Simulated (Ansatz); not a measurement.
TiO2:

```
Ti O
1.0
     6.15358   -1.88347    0.00000
     6.15358    1.88347    0.00000
    -1.92833    0.00000    6.32897
Ti O
4 8
Direct
  0.90007 0.90007 0.28960
  0.19529 0.19529 0.28376
  0.09993 0.09993 0.71040
  0.80471 0.80471 0.71624
  0.36193 0.36193 0.29340
  0.26349 0.26349 0.65250
  0.86719 0.86719 0.99529
  0.73651 0.73651 0.34750
  0.94165 0.94165 0.63002
  0.13281 0.13281 0.00471
  0.63807 0.63807 0.70660
  0.05835 0.05835 0.36998
```

The cell comes from a database or a generator and needn't be the stable form of this composition.

| Item | Value |
| --- | --- |
| Program | Ansatz 0.2.0 |
| Task | relaxation of cell and atoms |
| Functional | BLYP |
| Dispersion | D4 |
| Potentials or basis | Ansatz PAW |
| Cutoff | 420 eV (not typed: the program's choice for these potentials) |
| k mesh | 8 × 8 × 4 |
| Occupations | fermi-dirac, width 0.05 eV |
| Spin | no spin polarisation |

At the start: volume 12.23 Å³/atom.

Task: How do energy, volume and symmetry change on relaxing?

Result: It ends after 10 steps and the volume is 12.08 Å³/atom (-1.2 %); space group C2/m (No. 12, to 0.05 Å).

Step by step:
| step | energy change (eV) | largest force (eV/Å) | volume (Å³) |
| --- | --- | --- | --- |
| 1 | 0.0000 | 0.3308 | 146.71 |
| 2 | -0.0259 | 0.1873 | 145.47 |
| 3 | -0.0384 | 0.0555 | 144.75 |
| 4 | -0.0388 | 0.0967 | 145.02 |
| 5 | -0.0397 | 0.0446 | 144.97 |
| 6 | -0.0396 | 0.0226 | 145.01 |
| 7 | -0.0397 | 0.0035 | 145.00 |
| 8 | -0.0324 | 0.0036 | 145.00 |
| 9 | -0.0328 | 0.0024 | 144.93 |
| 10 | -0.0324 | 0.0024 | 144.93 |

Final structure:
```cif
data_structure
_symmetry_space_group_name_H-M 'P 1'
_symmetry_Int_Tables_number 1
_cell_length_a 6.3962
_cell_length_b 6.3962
_cell_length_c 6.6465
_cell_angle_alpha 106.287
_cell_angle_beta 106.287
_cell_angle_gamma 33.883
_cell_volume 144.93
loop_
_atom_site_label
_atom_site_type_symbol
_atom_site_fract_x
_atom_site_fract_y
_atom_site_fract_z
_atom_site_occupancy
Ti1 Ti 0.89993 0.89993 0.28831 1
Ti2 Ti 0.19226 0.19226 0.27892 1
Ti3 Ti 0.10007 0.10007 0.71169 1
Ti4 Ti 0.80774 0.80774 0.72108 1
O1 O 0.36125 0.36125 0.29240 1
O2 O 0.26569 0.26569 0.65716 1
O3 O 0.86942 0.86942 0.99749 1
O4 O 0.73431 0.73431 0.34284 1
O5 O 0.94154 0.94154 0.62924 1
O6 O 0.13058 0.13058 0.00251 1
O7 O 0.63875 0.63875 0.70760 1
O8 O 0.05846 0.05846 0.37076 1
```

Caveat: the plane-wave basis is chosen anew once the cell has moved, so the energies of steps on either side of that aren't comparable; the pressure holds a Pulay correction of +0.8 GPa for the finite cutoff; the PAW data sets come from PBE, with cores solved anew for the run's functional, which leaves a small shift of forces and pressure.
